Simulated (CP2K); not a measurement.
PbSe (Clausthalite):

```
Pb Se
1.0
     4.32841    0.00000    0.00000
     2.16421    3.74852    0.00000
     2.16421    1.24951    3.53413
Pb Se
1 1
Direct
  0.00000 0.00000 0.00000
  0.50000 0.50000 0.50000
```

Base run:

```yaml
Program: CP2K 2026.2
Functional: RPBE
Potentials_or_basis: POTENTIAL_UZH Pb GTH-PBE-q4, Se GTH-PBE-q6; TZVP-MOLOPT-PBE-GTH basis
Density_cutoff: 6123 eV
k_mesh: 8 × 8 × 8
Occupations: fermi-dirac, width 0.05 eV
Spin: no spin polarisation
```

Its results: band gap on the k mesh 0.20 eV, direct; pressure 3.6 GPa.

Task: The run is repeated on the same cell with these changes: functional from RPBE to PBE; occupations from fermi-dirac, width 0.05 eV to gaussian, width 0.011 eV. What comes out?

Result: Band gap on the k mesh 0.14 eV, direct; pressure 3.0 GPa.

Caveats: spin-orbit coupling is left out, which as a rule narrows the gap of such compounds by several tenths of an eV; the basis of atomic orbitals isn't converged, which shifts pressures, moduli and gaps; the potentials were made for another functional, which shifts forces and pressure (some runs).
